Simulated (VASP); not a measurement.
Sb, 2 atoms in the cell. The structure is cubic, space group Fd-3m (No. 227). Conventional cell: a = 6.948 Å, b = 6.948 Å, c = 6.948 Å, α = 90.00°, β = 90.00°, γ = 90.00°. Sb (site symmetry -43m) is surrounded by 4 Sb at 3.01 Å. This isn't the form of Sb at room conditions, which is rhombohedral.

| Quantity | Value |
| --- | --- |
| Program | VASP 6.6.1 |
| Task | single point |
| Functional | r2SCAN |
| Potentials or basis | VASP PAW PBE potentials, release 64 (Sb) |
| Cutoff | 520 eV |
| k mesh | 4 × 4 × 4 |
| Occupations | fermi-dirac, width 0.1 eV |
| Spin | no spin polarisation |
| Dipole correction | no |
| Further INCAR settings | ALGO = Normal; EDIFF = 1e-07; NBANDS = 12 |

Potentials or basis: VASP PAW PBE potentials, release 64 (Sb).

Launch:

```bash
$ cat potpaw_PBE.64/Sb/POTCAR > POTCAR
$ cp INCAR.step1 INCAR
$ mpirun -np 1 vasp_std > vasp.out
$ cp INCAR.step2 INCAR
$ mpirun -np 1 vasp_std > vasp.out
```

Hardware: 1 thread of Intel(R) Xeon(R) Platinum 8375C CPU @ 2.90GHz (Ice Lake), on a shared host.

Task: Estimate the wall time of this run.

Result: Run time: 70 s on 1 thread of Intel(R) Xeon(R) Platinum 8375C CPU @ 2.90GHz (Ice Lake), on a shared host, peak memory 0.23 GiB. Counts: scf iterations 11, k points 8.
